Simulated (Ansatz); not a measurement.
# A series in volume per atom on CdTe

All results are calculated (Ansatz 0.2.0). Plane-wave density functional theory, PAW datasets, Gaussian smearing 0.05 eV: Kohn-Sham gaps of one periodic cell over its k-point mesh and, where one was run, its band path; band edges are those on the mesh.

Cell of the first row (space group F-43m, No. 216):
```
CELL_PARAMETERS angstrom
0.00000 3.26470 3.26470
3.26470 0.00000 3.26470
3.26470 3.26470 0.00000
ATOMIC_POSITIONS crystal
Cd 0.00000 0.00000 0.00000
Te 0.25000 0.25000 0.25000
```

Settings of every row: paw set soft_2; functional PBE; spin treatment spin-orbit; moment partition gaussian weights; spin axis none; wave cutoff 420 eV; k mesh 10x10x10; SCF start atoms; lower state search light; symmetry use detected.

Atom first moment, atom hubbard u: 0 on all atoms.

Limits: semilocal functionals tend to give too small a gap.

Limits of some rows: a gap on the mesh alone may be smaller or close between its points (row 4, 5, 6).

| row | volume per atom (Å³) | band gap (eV) | direct gap (eV) |
| --- | --- | --- | --- |
| 1 | 34.798 | ? | ? |
| 2 | 35.522 | 0.378 | 0.378 |
| 3 | 36.247 | 0.319 | 0.319 |
| 4 | 36.972 | 0.263 | 0.263 |
| 5 | 37.697 | 0.208 | 0.208 |
| 6 | 38.785 | 0.13 | 0.13 |

Question: what band gap should row 1 give?

Worked fit of band gap. Take t = volume per atom − 37, in Å³. The shown rows have t = -1.478, -0.753, -0.028, 0.697, 1.785. Least squares give band gap = 0.2605 − 0.07657 × t + 0.00192 × t² eV; a straight line predicts inner rows, each left out in turn, worse (root mean square 0.0024 against 0.00042 eV). All shown rows lie on it to the printed digit. The withheld row has t = -2.202, so the fit gives 0.2605 − 0.07657 × (-2.202) + 0.00192 × (-2.202)² = 0.438 eV.

The calculation gave 0.438 eV. The fit meets it to the printed digit. This row lies beyond the range of the fit.

The other values of row 1: direct gap 0.438 eV.
